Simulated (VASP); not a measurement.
Here is a VASP 6.6.1 calculation.

INCAR

```
PREC = Normal ; ENCUT = 520
EDIFF = 1E-4 ; ISMEAR = 0
SIGMA = 0.15 ; LREAL = False
LASPH = True ; NELM = 60
ALGO = Fast ; ISIF = 3
LWAVE = False ; LCHARG = False
GGA = PE ; IBRION = 2
NSW = 24 ; EDIFFG = -0.08
```

Contents of KPOINTS:

```
regular mesh
0
Gamma
  4 4 3
```

File POSCAR:

```
Zn2Ga2O3
1.0
    4.7756407500      0.0000000000      0.0000000000
   -2.3878203700      4.1358262100      0.0000000000
    0.0000000000      0.0000000000      5.6419022000
Zn Ga O
2 2 3
Direct
    0.0000000000      0.0000000000      0.0000000000
    0.0000000000      0.0000000000      0.5000000000
    0.3333333300      0.6666666700      0.5000000000
    0.6666666700      0.3333333300      0.5000000000
    0.5000000000      0.0000000000      0.0000000000
    0.0000000000      0.5000000000      0.0000000000
    0.5000000000      0.5000000000      0.0000000000
```

Potentials or basis: VASP PAW PBE potentials, release 64 (Zn, Ga_d, O).

Launch:

```console
$ cat potpaw_PBE.64/Zn/POTCAR potpaw_PBE.64/Ga_d/POTCAR potpaw_PBE.64/O/POTCAR > POTCAR
$ mpirun -np 1 vasp_std > vasp.out
```

Q: Estimate the relaxed cell.

A: a = 4.658 Å, b = 4.658 Å, c = 4.898 Å, α = 90.00°, β = 90.00°, γ = 120.00°.

Q: What does it give for the relaxed volume?

A: 13.14 Å³/atom.

Q: Predict the band gap on the k mesh.

A: None (metal or under the smearing width).

Stress tensor (GPa, compression positive):
```
-0.90  0.00  0.00
 0.00 -0.90  0.00
 0.00  0.00 -0.59
```

Caveat: the k mesh is coarse (spacing up to 0.38 Å⁻¹), so the values aren't converged; the volume moved by over 15 % at a fixed basis, so the end points are rough.
